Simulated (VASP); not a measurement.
**Si: relaxation of the atoms with PBE**

The system is Si.

```
CELL_PARAMETERS angstrom
0.00000 1.89173 1.89173
1.89173 0.00000 1.89173
1.89173 1.89173 0.00000
ATOMIC_POSITIONS crystal
Si 0.00000 0.00000 0.00000
```

This isn't the form of Si at room conditions, which is diamond.

The cell isn't the ideal one: a relaxed cell with its volume scaled by 0.94.

- Program: VASP 6.6.1
- Task: relaxation of the atoms
- Functional: PBE
- Potentials or basis: VASP PAW PBE potentials, release 64 (Si)
- Cutoff: 600 eV
- k mesh: 16 × 16 × 16
- Occupations: methfessel-paxton, width 0.1 eV
- Spin: no spin polarisation
- Further INCAR settings: ALGO = Fast; EDIFF = 1e-07; IBRION = 2; EDIFFG = -0.01; NSW = 40

- Pressure after relaxing: 6.4 GPa
- Band gap on the k mesh: none (metal or under the smearing width)

Final structure:
```
Si
1.0
     0.00000    1.89173    1.89173
     1.89173    0.00000    1.89173
     1.89173    1.89173    0.00000
Si
1
Direct
  0.00000 0.00000 0.00000
```

Levels at points of the mesh, in eV from the Fermi level:
```tsv
k point	band 1	band 2	band 3	band 4	band 5
(0.00, 0.00, 0.00)	-15.09	11.97	11.97	11.97	12.19
(0.50, 0.00, 0.00)	-7.81	-7.39	9.18	9.18	11.04
(0.50, 0.50, 0.00)	-5.69	-4.56	3.39	3.39	4.28
```

Run time: 6.7 s on 1 thread of Intel(R) Xeon(R) 6975P-C (Granite Rapids) (shared host), peak memory 0.13 GiB.

Caveat: the relaxation stopped at its first step, so nothing moved.
